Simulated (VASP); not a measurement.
Here is a VASP 6.6.1 calculation.

INCAR

```
ALGO = Fast
DIPOL = 0.5 0.5 0.500
EDIFF = 1E-6
ENCUT = 520
GGA = PE
IDIPOL = 3
ISIF = 2
ISMEAR = 1
LASPH = T
LCHARG = T
LDIPOL = T
LELF = T
LREAL = F
LVACPOTAV = T
LVHAR = T
LWAVE = F
NELM = 100
PREC = Accurate
SIGMA = 0.1
```

Contents of KPOINTS:

```
k-points
0
Gamma
  14 14 1
```

The input POSCAR:

```
Ru
1.0
    2.7193470000      0.0000000000      0.0000000000
   -1.3596735000      2.3550235400      0.0000000000
    0.0000000000      0.0000000000     28.1262814600
Ru
4
Direct
    0.3333330000      0.6666670000      0.3854354600
    0.6666670000      0.3333330000      0.4618118200
    0.3333330000      0.6666670000      0.5381881800
    0.6666670000      0.3333330000      0.6145645400
```

Potentials or basis: VASP PAW PBE potentials, release 64 (Ru_pv).

Run with:

```console
$ cat potpaw_PBE.64/Ru_pv/POTCAR > POTCAR
$ mpirun -np 1 vasp_std > vasp.out
```

Problem. What does it give for the work function of the upper face?

Solution. 5.11 eV.

Problem. Estimate the work function of the lower face.

Solution. 5.11 eV.

Problem. Estimate the band gap on the k mesh.

Solution. None (metal or under the smearing width).

Forces in eV/Å, atoms in the order of the input:
```
Ru   0.000  0.000  0.695
Ru   0.000  0.000 -0.554
Ru   0.000  0.000  0.554
Ru   0.000  0.000 -0.695
```
